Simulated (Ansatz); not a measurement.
**Black arsenene monolayer in a perpendicular field**

Aim: how the black arsenene monolayer screens a field along its normal, and what the field does to its bands. A positive field points along +c.

Program: Ansatz 0.2.0. Level of theory: plane-wave DFT, PBE-D3(BJ), Ansatz PAW. Results are calculated unless marked as measured.

### 1. The structure

The cell holds 4 atoms: 4 As. Its edges and angles: a = 4.750 Å, b = 3.680 Å, c = 35.980 Å, α = 90.0°, β = 90.0°, γ = 90.0°. Vacuum lies along c.

As a file:

```cif
data_structure
_symmetry_space_group_name_H-M 'P 1'
_symmetry_Int_Tables_number 1
_cell_length_a 4.7500
_cell_length_b 3.6800
_cell_length_c 35.9800
_cell_angle_alpha 90.000
_cell_angle_beta 90.000
_cell_angle_gamma 90.000
_cell_volume 628.93
loop_
_atom_site_label
_atom_site_type_symbol
_atom_site_fract_x
_atom_site_fract_y
_atom_site_fract_z
_atom_site_occupancy
As1 As 0.09000 0.00000 0.46554 1
As2 As 0.41000 0.50000 0.46832 1
As3 As 0.91000 0.00000 0.53446 1
As4 As 0.59000 0.50000 0.53168 1
```

### 2. Relaxing the slab

The starting cell is a guess, so the in-plane lattice and the atoms are relaxed first, with the slab cut off from its images along the normal.

input.yaml

```yaml
crystal:
  lattice:
    - [4.75, 0.0, 0.0]
    - [0.0, 3.68, 0.0]
    - [0.0, 0.0, 35.98]
  atoms:
    - { symbol: As, position: [0.09, 0.0, 0.4655364091] }
    - { symbol: As, position: [0.41, 0.5, 0.468315731] }
    - { symbol: As, position: [0.91, 0.0, 0.5344635909] }
    - { symbol: As, position: [0.59, 0.5, 0.531684269] }
  periodic: [true, true, false]
kpoints:
  mp_grid: { grid: [8, 8, 1] }
hamiltonian:
  xc: pbe
  dispersion: d3bj
scf:
  occupations: { method: fermi_dirac, width: 0.05 }
  convergence: { dr2_threshold: 1.0e-09 }
relax:
  f_tol: 0.004
  max_steps: 90
  cell: {}
output:
  write_potential: true
  write_density: true
  volumetric_format: npy
```

On the command line:

```bash
$ ansatz run input.yaml --threads 2 --pin off --max-ram 3072MiB --backend cpu --events-out ev --progress --plain --runs-dir out
```

Numbers of over 12 decimals in the logs are rounded to 6 here.

Log:

```text
Warning: relax.cell: scf.convergence.dr2_threshold = 1e-9 eV is looser than the 2.56821170234e-10 eV advised for a relaxation that steers and ends on the stress (1e-10 eV for each atom of the cell: 4, times the square of relax.cell.stress_2d_tol = 0.05 N/m over 12.5 Å (the atoms' height at the walk's start and 5 Å past either face), 4.006e-2 GPa, over a crystal's default 0.05). What an SCF threshold leaves in a stress goes as its square root, and in the free energy as the threshold itself, and one threshold admits the most on a small cell: [figures from the program's tests cut] Set scf.convergence.dr2_threshold to 2.56821170234e-10 eV or tighter. [rest of the remark cut]
Engine: ansatz 0.2.0, aarch64-unknown-linux-gnu
Pseudopotentials: kind: paw
Pseudopotential: As, paw, valence charge 15, recommended cutoff 420 eV (normal), As.paw.azcp
Functional definition: PBE
  parameter kappa = 0.804
  parameter beta = 0.066725
  exchange = pbe_x(kappa = kappa, mu = beta*pi^2/3)
  correlation = pbe_c(beta = beta)
Crystal: 4 atoms, lattice volume = 628.930 Å³
Basis set: ecut = 420 eV, 12215 PW (Γ), exchange–correlation on 64×50×486 points (8 copies of the dense FFT grid, shifted against one another)
Bands: 36, of which v1, the nominal top of the filled ones, is band 30 counted from 1 (29 counted from 0)
Symmetry: 4 space group operations
Space group: P2/m (ITA 10), of the structure as read, at distance tolerance 8.6e-5 Å
k-points: 25 of 64
Non-local potential: As, projectors of the file, l = 0: 2, l = 1: 2, l = 2: 3, l = 3: 1
PAW form: soft (Blöchl's): semilocal exchange-correlation on the pseudo side does not see the compensation charge
PAW one-centre angular grid: As, 590 points (default); XC on 64 Gauss nodes
Initial density: superposition of atomic densities (neutral atoms: chi_scale 0, normalization atom), corrected by the library's trained network
Initial wavefunctions: pseudopotential atomic-orbital guess
Functional: x = pbe(κ = 0.804, μ = 0.219515), c = pbe(β = 0.066725)
SCF iter   1: F=—  HF=-19425.020503 eV  |F-HF|=—  |Δ(HF+E_count)|=         —  Δρ=9.18e-4  dr2=1.22e-2  ethr=1.77e-3  ⟨swp⟩=10.0  Hψ=4436  notcnv=0
preconditioner: auto → Resta (q_TF=auto, 1.844 Å⁻¹)  ε∞=1.5  [insulator: Δε(μ)=0.340 eV  Ē_g=9.095 eV  σ=0.050 eV  W_gap=0.94  n_scr=64 (ndim 8)  ℏωp=6.6 eV  f_vac=0.817  D(μ)=0.05/eV (n_scr^D=0)  ε∞_Penn≈1.5  vacuum switching on, ρ_ref=6.0e-3 e/Å³]
SCF iter   2: F=—  HF=-19425.016104 eV  |F-HF|=—  |Δ(HF+E_count)|=   4.40e-3  Δρ=3.95e-4  dr2=8.99e-4  ethr=2.03e-5  ⟨swp⟩=4.2  Hψ=2492  notcnv=0  defer=22
SCF iter   3: F=—  HF=-19425.016705 eV  |F-HF|=—  |Δ(HF+E_count)|=   6.01e-4  Δρ=1.89e-4  dr2=1.58e-4  ethr=1.50e-6  ⟨swp⟩=3.3  Hψ=1285  notcnv=0  defer=22
SCF iter   4: F=—  HF=-19425.017040 eV  |F-HF|=—  |Δ(HF+E_count)|=   3.35e-4  Δρ=5.14e-5  dr2=1.26e-5  ethr=2.64e-7  ⟨swp⟩=2.9  Hψ=1277  notcnv=0  defer=22
SCF iter   5: F=—  HF=-19425.017090 eV  |F-HF|=—  |Δ(HF+E_count)|=   4.96e-5  Δρ=8.94e-6  dr2=4.40e-7  ethr=2.09e-8  ⟨swp⟩=3.0  Hψ=1372  notcnv=0  defer=22
SCF iter   6: F=—  HF=-19425.017113 eV  |F-HF|=—  |Δ(HF+E_count)|=   2.33e-5  Δρ=1.90e-6  dr2=3.92e-8  ethr=7.33e-10  ⟨swp⟩=3.6  Hψ=1933  notcnv=0  defer=22
SCF iter   7: F=—  HF=-19425.017113 eV  |F-HF|=—  |Δ(HF+E_count)|=   1.38e-8  Δρ=7.60e-7  dr2=7.53e-9  ethr=6.54e-11  ⟨swp⟩=3.0  Hψ=1716  notcnv=0  defer=22
SCF iter   8: F=-19425.017113 eV  HF=-19425.017113 eV  |F-HF|=2.87e-9  |Δ(HF+E_count)|=   9.18e-9  Δρ=1.99e-7  dr2=2.05e-10  ethr=1.67e-12  ⟨swp⟩=9.2  Hψ=6987  notcnv=0
SCF 1 converged in 8 iterations: F = -19425.017113 eV  dr2 = 2.05e-10
  greatest PAW one-centre occupation: 0.999 electrons in one spin orbital (limit 2), on the As atom at site 2 (counted from 0), in its partial waves of l = 2
relax step   1: F+E_penalty+E_count = -19425.01711324 eV  Δ(F+E_penalty+E_count) = +0.000e0 eV  max|allowed force component| = 1.609e0 eV/Å  Δτ_max = 0.0000 Å  P = +2.354 N/m  Ω = 628.930 Å³  fix = [c, alpha, beta]  reactions: c +0.000 N/m; beta +0.000 N/m/rad  (8 SCF iters, accepted)
Crystal: 4 atoms, lattice volume = 610.194 Å³
Basis set: ecut = 420 eV, 11801 PW (Γ), exchange–correlation on 64×50×486 points (8 copies of the dense FFT grid, shifted against one another)
Initial density: handed on by an earlier stage of this run
Initial wavefunctions: those handed on with the density
iter 1 solved again at ethr=1.77e-4 eV; its pass at ethr=3.10e-3 eV (dr2=1.06e-1 eV) is discarded
SCF iter   1: F=—  HF=-19425.328144 eV  |F-HF|=—  |Δ(HF+E_count)|=         —  Δρ=4.42e-3  dr2=1.09e-1  ethr=1.77e-4  ⟨swp⟩=2.2  Hψ=5437  notcnv=0
preconditioner: auto → Resta (q_TF=auto, 1.854 Å⁻¹)  ε∞=1.6  [insulator: Δε(μ)=0.606 eV  Ē_g=8.885 eV  σ=0.050 eV  W_gap=1.00  n_scr=64 (ndim 8)  ℏωp=6.7 eV  f_vac=0.815  D(μ)=0.01/eV (n_scr^D=0)  ε∞_Penn≈1.6  vacuum switching on, ρ_ref=5.7e-3 e/Å³]
SCF iter   2: F=—  HF=-19425.306511 eV  |F-HF|=—  |Δ(HF+E_count)|=   2.16e-2  Δρ=2.07e-3  dr2=1.60e-2  ethr=1.77e-4  ⟨swp⟩=3.8  Hψ=1536  notcnv=0  defer=1
SCF iter   3: F=—  HF=-19425.305929 eV  |F-HF|=—  |Δ(HF+E_count)|=   5.82e-4  Δρ=9.91e-4  dr2=3.52e-3  ethr=2.67e-5  ⟨swp⟩=3.2  Hψ=1980  notcnv=0  defer=5
SCF iter   4: F=—  HF=-19425.306200 eV  |F-HF|=—  |Δ(HF+E_count)|=   2.71e-4  Δρ=1.99e-4  dr2=1.84e-4  ethr=5.87e-6  ⟨swp⟩=3.7  Hψ=1957  notcnv=0  defer=5
SCF iter   5: F=—  HF=-19425.306227 eV  |F-HF|=—  |Δ(HF+E_count)|=   2.67e-5  Δρ=2.97e-5  dr2=5.75e-6  ethr=3.07e-7  ⟨swp⟩=3.4  Hψ=1691  notcnv=0  defer=5
SCF iter   6: F=—  HF=-19425.306234 eV  |F-HF|=—  |Δ(HF+E_count)|=   6.72e-6  Δρ=9.49e-6  dr2=9.18e-7  ethr=9.59e-9  ⟨swp⟩=3.7  Hψ=2012  notcnv=0  defer=5
SCF iter   7: F=—  HF=-19425.306234 eV  |F-HF|=—  |Δ(HF+E_count)|=   5.80e-9  Δρ=2.87e-6  dr2=4.79e-8  ethr=1.53e-9  ⟨swp⟩=3.9  Hψ=1912  notcnv=0  defer=5
SCF iter   8: F=—  HF=-19425.306234 eV  |F-HF|=—  |Δ(HF+E_count)|=   4.13e-8  Δρ=7.25e-7  dr2=3.61e-9  ethr=7.98e-11  ⟨swp⟩=4.0  Hψ=1959  notcnv=0  defer=5
SCF iter   9: F=-19425.306234 eV  HF=-19425.306234 eV  |F-HF|=7.28e-12  |Δ(HF+E_count)|=   1.34e-9  Δρ=1.76e-7  dr2=2.20e-10  ethr=1.67e-12  ⟨swp⟩=10.7  Hψ=6148  notcnv=0
SCF 2 converged in 9 iterations: F = -19425.306234 eV  dr2 = 2.20e-10
  greatest PAW one-centre occupation: 0.999 electrons in one spin orbital (limit 2), on the As atom at site 3 (counted from 0), in its partial waves of l = 2
relax step   2: F+E_penalty+E_count = -19425.30623382 eV  Δ(F+E_penalty+E_count) = -2.891e-1 eV  max|allowed force component| = 5.511e-1 eV/Å  Δτ_max = 0.1945 Å  P = +0.042 N/m  Ω = 610.194 Å³  energy of the carried Pulay correction = +3.827e-4 eV  fix = [c, alpha, beta]  reactions: c +0.000 N/m; beta +0.000 N/m/rad  (9 SCF iters, accepted)
Crystal: 4 atoms, lattice volume = 593.425 Å³
Basis set: ecut = 420 eV, 11611 PW (Γ), exchange–correlation on 64×50×486 points (8 copies of the dense FFT grid, shifted against one another)
iter 1 solved again at ethr=5.19e-5 eV; its pass at ethr=3.10e-3 eV (dr2=3.11e-2 eV) is discarded
SCF iter   1: F=—  HF=-19425.393917 eV  |F-HF|=—  |Δ(HF+E_count)|=         —  Δρ=2.52e-3  dr2=3.19e-2  ethr=5.19e-5  ⟨swp⟩=2.5  Hψ=5685  notcnv=0
preconditioner: auto → Resta (q_TF=auto, 1.862 Å⁻¹)  ε∞=1.6  [insulator: Δε(μ)=0.318 eV  Ē_g=8.958 eV  σ=0.050 eV  W_gap=0.92  n_scr=68 (ndim 8)  ℏωp=6.8 eV  f_vac=0.815  D(μ)=0.07/eV (n_scr^D=0)  ε∞_Penn≈1.6  vacuum switching on, ρ_ref=5.8e-3 e/Å³]
SCF iter   2: F=—  HF=-19425.387471 eV  |F-HF|=—  |Δ(HF+E_count)|=   6.45e-3  Δρ=1.22e-3  dr2=4.78e-3  ethr=5.19e-5  ⟨swp⟩=2.6  Hψ=1261  notcnv=0
SCF iter   3: F=—  HF=-19425.387710 eV  |F-HF|=—  |Δ(HF+E_count)|=   2.39e-4  Δρ=4.29e-4  dr2=8.00e-4  ethr=7.96e-6  ⟨swp⟩=3.9  Hψ=1974  notcnv=0
SCF iter   4: F=—  HF=-19425.387690 eV  |F-HF|=—  |Δ(HF+E_count)|=   2.01e-5  Δρ=1.18e-4  dr2=5.33e-5  ethr=1.33e-6  ⟨swp⟩=3.6  Hψ=1883  notcnv=0
SCF iter   5: F=—  HF=-19425.387715 eV  |F-HF|=—  |Δ(HF+E_count)|=   2.46e-5  Δρ=1.78e-5  dr2=3.35e-6  ethr=8.89e-8  ⟨swp⟩=3.5  Hψ=1932  notcnv=0
SCF iter   6: F=—  HF=-19425.387735 eV  |F-HF|=—  |Δ(HF+E_count)|=   2.03e-5  Δρ=7.02e-6  dr2=2.76e-7  ethr=5.59e-9  ⟨swp⟩=3.9  Hψ=1952  notcnv=0
SCF iter   7: F=—  HF=-19425.387735 eV  |F-HF|=—  |Δ(HF+E_count)|=   1.08e-7  Δρ=2.00e-6  dr2=1.74e-8  ethr=4.61e-10  ⟨swp⟩=3.0  Hψ=1291  notcnv=0
SCF iter   8: F=-19425.387735 eV  HF=-19425.387735 eV  |F-HF|=1.46e-11  |Δ(HF+E_count)|=   1.78e-8  Δρ=3.79e-7  dr2=8.50e-10  ethr=1.67e-12  ⟨swp⟩=9.4  Hψ=7111  notcnv=0
SCF 3 converged in 8 iterations: F = -19425.387735 eV  dr2 = 8.50e-10
relax step   3: F+E_penalty+E_count = -19425.38773536 eV  Δ(F+E_penalty+E_count) = -8.150e-2 eV  max|allowed force component| = 4.721e-2 eV/Å  Δτ_max = 0.0988 Å  P = +0.450 N/m  Ω = 593.425 Å³  energy of the carried Pulay correction = +7.352e-4 eV  fix = [c, alpha, beta]  reactions: c +0.000 N/m; beta -0.000 N/m/rad  (8 SCF iters, accepted)
[...]
relax step   4: F+E_penalty+E_count = -19425.39073397 eV  Δ(F+E_penalty+E_count) = -2.999e-3 eV  max|allowed force component| = 1.713e-2 eV/Å  Δτ_max = 0.0115 Å  P = +0.131 N/m  Ω = 599.075 Å³  energy of the carried Pulay correction = +6.153e-4 eV  fix = [c, alpha, beta]  reactions: c +0.000 N/m; beta -0.000 N/m/rad  (7 SCF iters, accepted)
[...]
relax step   5: F+E_penalty+E_count = -19425.39097901 eV  Δ(F+E_penalty+E_count) = -2.450e-4 eV  max|allowed force component| = 6.143e-3 eV/Å  Δτ_max = 0.0020 Å  P = +0.009 N/m  Ω = 600.313 Å³  energy of the carried Pulay correction = +5.892e-4 eV  fix = [c, alpha, beta]  reactions: c +0.000 N/m; beta +0.000 N/m/rad  (6 SCF iters, accepted)
[...]
relax step   6: F+E_penalty+E_count = -19425.39099059 eV  Δ(F+E_penalty+E_count) = -1.158e-5 eV  max|allowed force component| = 1.620e-3 eV/Å  Δτ_max = 0.0008 Å  P = -0.002 N/m  Ω = 600.297 Å³  energy of the carried Pulay correction = +5.896e-4 eV  fix = [c, alpha, beta]  reactions: c +0.000 N/m; beta +0.000 N/m/rad  (5 SCF iters, accepted)
Initial wavefunctions: pseudopotential atomic-orbital guess (no wavefunctions were taken with the density)
iter 1 solved again at ethr=2.73e-7 eV; its pass at ethr=3.10e-3 eV (dr2=1.64e-4 eV) is discarded
SCF iter   1: F=—  HF=-19425.390452 eV  |F-HF|=—  |Δ(HF+E_count)|=         —  Δρ=1.22e-5  dr2=2.26e-7  ethr=2.73e-7  ⟨swp⟩=5.6  Hψ=7762  notcnv=0
preconditioner: auto → Resta (q_TF=auto, 1.859 Å⁻¹)  ε∞=1.6  [insulator: Δε(μ)=0.389 eV  Ē_g=8.915 eV  σ=0.050 eV  W_gap=0.96  n_scr=68 (ndim 8)  ℏωp=6.8 eV  f_vac=0.816  D(μ)=0.04/eV (n_scr^D=0)  ε∞_Penn≈1.6  vacuum switching on, ρ_ref=5.8e-3 e/Å³]
SCF iter   2: F=—  HF=-19425.390493 eV  |F-HF|=—  |Δ(HF+E_count)|=   4.02e-5  Δρ=7.10e-6  dr2=9.66e-8  ethr=3.76e-10  ⟨swp⟩=4.3  Hψ=2338  notcnv=0
SCF iter   3: F=—  HF=-19425.390497 eV  |F-HF|=—  |Δ(HF+E_count)|=   4.17e-6  Δρ=2.24e-6  dr2=8.85e-9  ethr=1.61e-10  ⟨swp⟩=2.3  Hψ=1224  notcnv=0
SCF iter   4: F=-19425.390498 eV  HF=-19425.390498 eV  |F-HF|=1.01e-8  |Δ(HF+E_count)|=   9.49e-7  Δρ=2.85e-7  dr2=6.23e-10  ethr=1.67e-12  ⟨swp⟩=14.7  Hψ=8164  notcnv=0
SCF 7 converged in 4 iterations: F = -19425.390498 eV  dr2 = 6.23e-10
relax step   7: F+E_penalty+E_count = -19425.39049775 eV  Δ(F+E_penalty+E_count) = +4.928e-4 eV  max|allowed force component| = 1.584e-3 eV/Å  Δτ_max = 0.0000 Å  P = -0.003 N/m  Ω = 600.297 Å³  fix = [c, alpha, beta]  reactions: c +0.000 N/m; beta +0.000 N/m/rad  stress off target by 6.72e-3 N/m on what of the cell is left free  SCF on the basis re-selected at this cell (its energy is not comparable with the rows above)  (4 SCF iters)
basis re-selected at this cell: Δ(F+E_penalty+E_count) = +4.928e-4 eV, ΔP = -0.002 N/m vs the last step (what re-selecting the basis moved, of the pressure what is left beyond the Pulay correction that the steps carried, after the strain that the cell walked since its last selection, with what the two solves' SCF thresholds leave and, on support functions, any second-order correction that the steps lacked; it is no m [...]
SCF converged after 4 iterations
Free energy (F): -19425.390498 eV
Harris-Foulkes:  -19425.390498 eV  (|F-HF|=1.01e-8)
Internal energy: -19425.389972 eV  (E = F + TS)
E sigma→0 (E₀):  -19425.390235 eV
Entropy (-TS):   -0.000525 eV (-0.131 meV/atom)
Fermi energy:    -3.992076 eV
--- Per-component energies (eV) ---
  E_band       = -1810.571882
  E_kinetic    = 409.273311
  E_local      = -153774.960016  (includes V_loc(G=0)·N_el)
  E_nonlocal   = -2682.716022
  E_hartree    = 76810.831700
  E_xc         = -315.946890
  E_vxc        = -315.388154  (∫ρ·V_xc dr)
  E_paw        = -7338.606136  (= ΣΔE_a)
  E_vpaw       = 931.558607  (= ΣTr[D̂ρ^β])
  E_aug_tail   = 0.000029  (compensation charges beyond the density's cutoff)
  E_ewald      = 67467.762465
  E_disp       = -1.028414  (pairwise vdW)
  E_smearing   = -0.000525  (= −TS)
  E_closure    = -0.000000  (closes the sum)
  Σ components = -19425.390498   (vs F -19425.390498, Δ=0.00e0)
--- Forces (eV/Å), atoms counted from 1 ---
  atom   1  As    -0.00053585    -0.00000000     0.00158436
  atom   2  As    -0.00077359     0.00000000     0.00158404
  atom   3  As     0.00053585     0.00000000    -0.00158436
  atom   4  As     0.00077359    -0.00000000    -0.00158404
  max |Σ_I F_I| component: 2.17e-19 eV/Å
--- 2D stress c σ (N/m, compression-positive) ---
       -0.006720      -0.000000      -0.000000
       -0.000000      -0.000204      -0.000000
       -0.000000      -0.000000      -0.000000
  P = ½ c Tr σ = -0.0035 N/m
--- Band table (eV; the first three rows and the last of 25) ---
  k-point 0: bands = [... 26 lower, -7.4352, -6.2425, -5.7720, -4.5250, -3.8089, -2.3884, -1.8129, -1.1069, ... 2 higher]
  k-point 1: bands = [... 26 lower, -7.8321, -6.1731, -6.1395, -4.6663, -3.6614, -1.9175, -1.4351, -1.3480, ... 2 higher]
  k-point 2: bands = [... 26 lower, -7.8176, -6.5403, -5.9444, -5.1157, -3.2329, -3.1748, -1.8384, -1.2214, ... 2 higher]
  k-point 24: bands = [... 26 lower, -8.4988, -8.4983, -6.0711, -6.0701, -1.8190, -1.8176, 0.2990, 0.2992, ... 2 higher]
  the weakly bound empty levels are not read free of the cell's end (no_gap_told)
--- Relaxed structure (6 steps of the walk, 6 accepted, 1 SCFs on fresh bases) ---
  F+E_penalty+E_count = -19425.39049775 eV   max|allowed force component| = 1.584e-3 eV/Å   (the final SCF, on the basis selected at the relaxed cell)
  cell:  # Å, volume = 600.2972 Å³
    - [4.512235, 0.0, 0]
    - [0.0, 3.697545, 0.0]
    - [0, 0.0, 35.98]
  atoms:
    - { symbol: As, position: [0.062836, 0.0, 0.466582] }
    - { symbol: As, position: [0.437250, 0.500000, 0.466582] }
    - { symbol: As, position: [0.937164, 0.0, 0.533418] }
    - { symbol: As, position: [0.562750, 0.500000, 0.533418] }
```

Wall time 3.7 min (2 threads of Arm Neoverse N1, shared host); peak memory 0.94 GiB.

Step by step:

| step | energy less that of the first step (eV) | largest force component (eV/Å) | volume (Å³) |
| --- | --- | --- | --- |
| 1 | 0.0000 | 1.6093 | 628.93 |
| 2 | -0.2891 | 0.5511 | 610.19 |
| 3 | -0.3706 | 0.0472 | 593.42 |
| 4 | -0.3736 | 0.0171 | 599.07 |
| 5 | -0.3739 | 0.0061 | 600.31 |
| 6 | -0.3739 | 0.0016 | 600.30 |
| 7* | -0.3734 | 0.0016 | 600.30 |

Relaxation steps marked * repeat the geometry before them on a plane-wave basis chosen anew for their cell, so energy and pressure can jump there.

Forces are held to the 4 operations that the run works with; a distortion that breaks them can't arise in this run.

| cell as run | before | after | change |
| --- | --- | --- | --- |
| a (Å) | 4.750 | 4.512 | -5.0 % |
| b (Å) | 3.680 | 3.698 | +0.5 % |

The atoms that moved most (Å, along periodic axes as changes of fractional coordinates times the final cell, across vacuum about the mean position):

| atom | dx | dy | dz | length |
| --- | --- | --- | --- | --- |
| As4 | -0.123 | 0.000 | 0.062 | 0.138 |
| As2 | 0.123 | 0.000 | -0.062 | 0.138 |
| As3 | 0.123 | 0.000 | -0.038 | 0.128 |
| As1 | -0.123 | 0.000 | 0.038 | 0.128 |

Final coordinates:

```cif
data_structure
_symmetry_space_group_name_H-M 'P 1'
_symmetry_Int_Tables_number 1
_cell_length_a 4.5122
_cell_length_b 3.6975
_cell_length_c 35.9800
_cell_angle_alpha 90.000
_cell_angle_beta 90.000
_cell_angle_gamma 90.000
_cell_volume 600.30
loop_
_atom_site_label
_atom_site_type_symbol
_atom_site_fract_x
_atom_site_fract_y
_atom_site_fract_z
_atom_site_occupancy
As1 As 0.06284 0.00000 0.46658 1
As2 As 0.43725 0.50000 0.46658 1
As3 As 0.93716 0.00000 0.53342 1
As4 As 0.56275 0.50000 0.53342 1
```

Numbers from this step:

* energy at zero smearing: -19425.3902 eV

The lattice constant a goes from 4.750 to 4.512 Å.

[end of part 1 of 3]

[Logs are printed without paths, hosts, clocks, repeated set-up lines and the standing remarks that a program may print on its own settings, such as how far it seeks lower states.]

[Hosts, paths, dates, database ids (printed as entryN), source tags and the programs' standing remarks are cut or masked in the printed files.]

[Maps of the electrostatic potential energy from Ansatz leave out the sawtooth potential of an applied field or a dipole correction, so their vacuum need not be flat; planar profiles and work functions include it.]
